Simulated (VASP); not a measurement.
# PtSe (F-43m) in VASP: further runs, part 2 of 2

VASP 6.6.1. Earlier steps stand in the parts before.

### Step 3. Single point, r2SCAN+U, collinear spin, zero start

Input file INCAR:

```
SYSTEM = PtSe
PREC = Accurate ; ENCUT = 520
EDIFF = 1E-6 ; ISMEAR = 0
SIGMA = 0.05 ; LREAL = .FALSE.
LASPH = .TRUE. ; NELM = 80
ALGO = Normal ; ISIF = 2
LWAVE = .FALSE. ; LCHARG = .FALSE.
ISPIN = 2 ; MAGMOM = 0 0
LORBIT = 11 ; LMAXMIX = 4
LDAU = .TRUE. ; LDAUTYPE = 2
LDAUL = 2 -1 ; LDAUU = 4 0
LDAUJ = 0 0 ; LDAUPRINT = 1
METAGGA = R2SCAN ; LMIXTAU = .TRUE.
NBANDS = 19
```

Input file KPOINTS:

```
Automatic mesh
0
G
  5 5 5
  0 0 0
```

Input file POSCAR:

```
PtSe
1.0
    0.0000000000      3.0374472300      3.0374472300
    3.0374472300      0.0000000000      3.0374472300
    3.0374472300      3.0374472300      0.0000000000
Pt Se
1 1
Direct
    0.0000000000      0.0000000000      0.0000000000
    0.2500000000      0.2500000000      0.2500000000
```

Potentials or basis: VASP PAW PBE potentials, release 64 (Pt, Se).

On the command line:

```sh
cat potpaw_PBE.64/Pt/POTCAR potpaw_PBE.64/Se/POTCAR > POTCAR
mpirun -np 1 vasp_std > vasp.out
```

OUTCAR:

```text
SYSTEM = PtSe
   PREC = Accurate
   ENCUT = 520
   EDIFF = 1E-6
   ISMEAR = 0
   LREAL = .FALSE.
   LASPH = .TRUE.
   NELM = 80
   ISIF = 2
   ISPIN = 2
   LORBIT = 11
   METAGGA = R2SCAN

 ion  position               nearest neighbor table
   1  0.000  0.000  0.000-   2 2.63   2 2.63   2 2.63   2 2.63
   2  0.250  0.250  0.250-   1 2.63   1 2.63   1 2.63   1 2.63

  LATTYP: Found a face centered cubic cell.
 ALAT       =     6.0748944600

  Lattice vectors:

 A1 = (   0.0000000000,   3.0374472300,   3.0374472300)
 A2 = (   3.0374472300,   0.0000000000,   3.0374472300)
 A3 = (   3.0374472300,   3.0374472300,   0.0000000000)

Analysis of symmetry for initial positions (statically):
[... 686 lines left out ...]
 -----------------------------------------------------------------------------
  energy-cutoff  :      520.00
  volume of cell :       56.05
      direct lattice vectors                 reciprocal lattice vectors
     0.000000000  3.037447230  3.037447230    -0.164611913  0.164611913  0.164611913
     3.037447230  0.000000000  3.037447230     0.164611913 -0.164611913  0.164611913
     3.037447230  3.037447230  0.000000000     0.164611913  0.164611913 -0.164611913

 POSITION                                       TOTAL-FORCE (eV/Angst)
 -----------------------------------------------------------------------------------
      0.00000      0.00000      0.00000        -0.000000     -0.000000     -0.000000
      1.51872      1.51872      1.51872         0.000000      0.000000      0.000000
 -----------------------------------------------------------------------------------
    total drift:                               -0.000000     -0.000000     -0.000000

  FREE ENERGIE OF THE ION-ELECTRON SYSTEM (eV)
  ---------------------------------------------------
  free  energy   TOTEN  =       -62.3239615914 eV

  energy  without entropy=      -62.3173523965  energy(sigma->0) =      -62.32065699

 total charge

# of ion       s       p       d       tot
------------------------------------------
    1        0.516   0.292   8.399   9.207
    2        1.482   2.123   0.060   3.665
--------------------------------------------------
tot          1.998   2.415   8.459  12.872

 magnetization (x)

# of ion       s       p       d       tot
------------------------------------------
    1        0.000   0.000   0.000   0.000
    2        0.000   0.000   0.000   0.000
--------------------------------------------------
tot          0.000   0.000   0.000   0.000
```

OSZICAR:

```text
N       E                     dE             d eps       ncg     rms          rms(c)
DAV:   1     0.156665638490E+02    0.15667E+02   -0.68159E+03   776   0.726E+02
[... 11 lines left out ...]
DAV:  13    -0.623239182282E+02   -0.55523E-03   -0.33089E-04   781   0.130E-01    0.427E-02
DAV:  14    -0.623238794358E+02    0.38792E-04   -0.57778E-06   881   0.166E-02    0.341E-02
DAV:  15    -0.623239366048E+02   -0.57169E-04   -0.28846E-05   760   0.378E-02    0.104E-02
DAV:  16    -0.623239507111E+02   -0.14106E-04   -0.58624E-06   778   0.166E-02    0.688E-03
DAV:  17    -0.623239582742E+02   -0.75631E-05   -0.28790E-06   766   0.128E-02    0.381E-03
DAV:  18    -0.623239611646E+02   -0.28903E-05   -0.10427E-06   648   0.740E-03    0.248E-03
DAV:  19    -0.623239615914E+02   -0.42685E-06   -0.38443E-07   606   0.416E-03
   1 F= -.62323962E+02 E0= -.62320657E+02  d E =-.660919E-02  mag=    -0.0000
```

stdout:

```text
POSCAR found type information on POSCAR PtSe
 POSCAR found :  2 types and       2 ions
 scaLAPACK will be used
 -----------------------------------------------------------------------------
|                                                                             |
|                                                                             |
|     You enforced a specific xc type in the INCAR file but a different       |
|     I HOPE YOU KNOW WHAT YOU ARE DOING!                                     |
|                                                                             |
 -----------------------------------------------------------------------------

 LDA part: xc-table for (None), standard interpolation
 POSCAR, INCAR and KPOINTS ok, starting setup
 FFT: planning ... GRIDC
 FFT: planning ... GRID_SOFT
 FFT: planning ... GRID
 WAVECAR not read
 entering main loop
```

It took 54 s on 1 thread of Intel Xeon 6975P-C (Granite Rapids), shared host; peak memory 0.22 GiB.

What came out:

- Free energy: -62.3240 eV
- Pressure: -14.1 GPa
- Band gap on the k mesh: none (metal or under the smearing width)
- Net moment: 0.00 μB per cell
- Valence electrons inside the program's atomic spheres: Pt 9.21; Se 3.67

Levels at points of the mesh, in eV from the Fermi level:
Spin up:
```tsv
k point	band 3	band 4	band 5	band 6	band 7	band 8	band 9	band 10	band 11	band 12
(0.00, 0.00, 0.00)	-4.69	-4.69	-2.91	-2.91	1.01	1.69	1.69	1.69	7.36	7.36
```
Spin down:
| k point | band 5 | band 6 | band 7 | band 8 | band 9 | band 10 |
| --- | --- | --- | --- | --- | --- | --- |
| (0.00, 0.00, 0.00) | -2.91 | -2.91 | 1.01 | 1.69 | 1.69 | 1.69 |

Eigenvalues of the final occupation matrices:
```
    site  spin  trace               eigenvalues
site 1 d     1   4.22  0.81 0.81 0.81 0.90 0.90
site 1 d     2   4.22  0.81 0.81 0.81 0.90 0.90
```

Caveat: the PAW data sets were made with another functional, which shifts forces and pressure a little. Spin-orbit coupling is left out, which matters for the levels of Pt.

### Step 4. Single point, r2SCAN+U, collinear spin, random start

Input file INCAR:

```
SYSTEM = PtSe
PREC = Accurate
ENCUT = 520
EDIFF = 1E-7
ISMEAR = 0
SIGMA = 0.05
LREAL = .FALSE.
LASPH = .TRUE.
NELM = 80
ALGO = Normal
ISIF = 2
LWAVE = .FALSE.
LCHARG = .FALSE.
ISPIN = 2
MAGMOM = -0.2 0
LORBIT = 11
LMAXMIX = 4
LDAU = .TRUE.
LDAUTYPE = 2
LDAUL = 2 -1
LDAUU = 4 0
LDAUJ = 0 0
LDAUPRINT = 1
METAGGA = R2SCAN
LMIXTAU = .TRUE.
NBANDS = 19
```

Input file KPOINTS:

```
regular mesh
0
G
  5 5 5
  0 0 0
```

POSCAR is that of step 3.

On the command line:

```sh
cat potpaw_PBE.64/Pt/POTCAR potpaw_PBE.64/Se/POTCAR > POTCAR
mpirun -np 1 vasp_std > vasp.out
```

Wall time 94 s (1 thread of Intel Xeon 6975P-C (Granite Rapids), shared host); peak memory 0.23 GiB.

The run converged. Its results:

```
Free energy                                           : -62.3240 eV
Pressure                                              : -14.1 GPa
Band gap on the k mesh                                : none (metal or under the smearing width)
Net moment                                            : 0.00 μB per cell
Valence electrons inside the program's atomic spheres : Pt 9.21; Se 3.67
```

Levels at points of the mesh, in eV from the Fermi level:
Spin up:
```csv
k point,band 5,band 6,band 7,band 8,band 9,band 10
"(0.00, 0.00, 0.00)",-2.91,-2.91,1.00,1.69,1.69,1.69
```
Spin down:
| k point | band 5 | band 6 | band 7 | band 8 | band 9 | band 10 |
| --- | --- | --- | --- | --- | --- | --- |
| (0.00, 0.00, 0.00) | -2.91 | -2.91 | 1.01 | 1.69 | 1.69 | 1.69 |

Eigenvalues of the final occupation matrices:
```tsv
site	spin	trace	eigenvalues
site 1 d	1	4.23	0.81 0.81 0.81 0.90 0.90
site 1 d	2	4.22	0.81 0.81 0.81 0.90 0.90
```

Caveat: the PAW data sets were made with another functional, which shifts forces and pressure a little.

### Step 5. Single point, r2SCAN+U, collinear spin, ferromagnetic start

Input file INCAR:

```
SYSTEM = PtSe
ALGO = Normal
EDIFF = 1E-7
ENCUT = 520
ISIF = 2
ISMEAR = 0
ISPIN = 2
LASPH = .TRUE.
LCHARG = .TRUE.
LDAU = .TRUE.
LDAUJ = 0 0
LDAUL = 2 -1
LDAUPRINT = 1
LDAUTYPE = 2
LDAUU = 4 0
LELF = .TRUE.
LMAXMIX = 4
LMIXTAU = .TRUE.
LORBIT = 11
LREAL = .FALSE.
LVHAR = .TRUE.
LWAVE = .FALSE.
MAGMOM = 0.5 0
METAGGA = R2SCAN
NELM = 80
NUPDOWN = 4
PREC = Accurate
SIGMA = 0.05
```

Input file KPOINTS:

```
k-points
0
G
  5 5 5
  0 0 0
```

POSCAR is that of step 4.

On the command line:

```sh
cat potpaw_PBE.64/Pt/POTCAR potpaw_PBE.64/Se/POTCAR > POTCAR
mpirun -np 1 vasp_std > vasp.out
```

It took 42 s on 1 thread of Intel Xeon 6975P-C (Granite Rapids), shared host; peak memory 0.21 GiB.

Results (log left out):

| Property | Result |
| --- | --- |
| Free energy | -57.9802 eV |
| Pressure | 7.0 GPa |
| Net moment | 4.00 μB per cell |
| Site moments | Pt +2.28; Se +0.88 μB |
| Valence electrons inside the program's atomic spheres | Pt 8.85; Se 3.81 |

Eigenvalues of the final occupation matrices:
```
    site  spin  trace               eigenvalues
site 1 d     1   4.77  0.95 0.95 0.96 0.96 0.96
site 1 d     2   2.96  0.38 0.38 0.38 0.91 0.91
```

Caveat: the moment is held away from its start; the PAW data sets were made with another functional, which shifts forces and pressure a little; the total moment is fixed, so each spin has its own Fermi level. The state reached can hang on the start; a lower one may exist.

### Step 6. The runs side by side

```tsv
spin	fixed moment (μB)	gap on the mesh (eV)	pressure (GPa)	moment (μB)
collinear, ferromagnetic start	-	none	-13.7	0.90
collinear, zero start	-	none	-14.1	0.00
collinear, random start	-	none	-14.1	0.00
collinear, ferromagnetic start	4	-	7.0	4.00
```

Alike in all rows: task single point; level r2SCAN+U; potentials or basis VASP PAW PBE potentials, release 64 (Pt, Se); Pt d U = 4 eV; cell as given; k mesh 5 × 5 × 5; cutoff (eV) 520; smearing gaussian 0.05 eV.

Every run on the cell as given and a fine mesh finds a metal.

Caveats: the PAW data sets were made with another functional, which shifts forces and pressure a little; the moment is held away from its start (some runs); the total moment is fixed, so each spin has its own Fermi level (some runs).

Absolute energies hang on the potentials; compare differences alone.
